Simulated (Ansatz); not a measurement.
**A vibration from a frozen displacement in Al**

The calculation used DFT PBE, scalar-relativistic, plane waves, PAW in Ansatz 0.2.0. The runs took a 420 eV cutoff, a Γ-centred 14×14×14 mesh and Gaussian smearing (0.15 eV). No spin polarisation. Energies are free energies at this smearing, counted from the undisturbed cell; pressure is positive in compression.

Reference structure (relaxed at this level; this bcc form isn't the usual structure):

```xyz
8
Lattice="-3.2350 -3.2350 3.2350 -3.2350 3.2350 -3.2350 3.2350 -3.2350 -3.2350" Properties=species:S:1:pos:R:3 pbc="T T T"
Al   -1.6175   -1.6175   -1.6175
Al    0.0000    0.0000   -3.2350
Al    0.0000   -3.2350    0.0000
Al    1.6175   -1.6175   -1.6175
Al   -3.2350    0.0000    0.0000
Al   -1.6175    1.6175   -1.6175
Al   -1.6175   -1.6175    1.6175
Al    0.0000    0.0000    0.0000
```

Atom 1 (Al) is moved by x along the Cartesian unit vector (0.000, 0.000, 1.000); the cell and all other atoms stay fixed. The cell's volume is 135.42 Å³; the moved atoms weigh 26.982 u together and the others 188.871 u.

| x (Å) | ΔE (meV/cell) | total force on the moved atoms along the move (eV/Å) | pressure (GPa) |
| --- | --- | --- | --- |
| -0.1000 | 19.76 | 0.3955 | 0.0609 |
| -0.0600 | 7.11 | 0.2371 | 0.0082 |
| 0.0000 | 0.00 | 0.0000 | -0.0214 |
| 0.0800 | 12.64 | -0.3162 | 0.0313 |

Problem. What frequency belongs to this motion?

Solution. The force constant is k = −dF/dx = 3.952 eV/Å², from the parabola through x = -0.0600, 0 and 0.0800. In every cell the moved atoms swing against the rest, so the mass is μ = m₁m₂/(m₁ + m₂) = 23.609 u, and ν̃ = 521.5 cm⁻¹ × √(|k|/μ) = 213 cm⁻¹. The pattern needn't be a normal mode: ν̃² is then a weighted mean of the squared nonzero frequencies at the zone centre of this cell, so it lies between the lowest and the highest of them.

Problem. How far does the harmonic law reach?

Solution. At x = -0.100 Å, kx²/2 = 19.76 meV against the computed 19.76 meV (+0.0 %): the well is still close to harmonic there.

In a metal these slopes depend on the k mesh and the smearing.

Cost: 4 runs of about 2.7 core-minutes in all, on Intel Xeon Platinum 8259CL (Skylake/Cascade Lake) (shared hosts).

Moving one Al atom against its fixed neighbours meets a clear restoring force, but this doesn't make the bcc form dynamically stable. The displacement mixes zone-boundary modes of the primitive bcc lattice, and stiff ones can hide a soft or even imaginary transverse branch in the average of 213 cm⁻¹. Bcc Al is in fact known to be unstable to shear near ambient pressure, the open structure giving way towards close packing; the fixed cell shuts out that homogeneous strain.

The restoring force reflects short-range repulsion between ion cores screened by nearly free electrons. Inversion symmetry at the atomic site removes the cubic term, so the first anharmonic correction is quartic, and it is evidently small over this range. The pressure rises with displacement in either direction, which means that the force constant grows on compression. This is the usual positive Grüneisen behaviour, as expected when closer ions repel more steeply. It describes this averaged motion only, and individual branches may respond differently to volume.
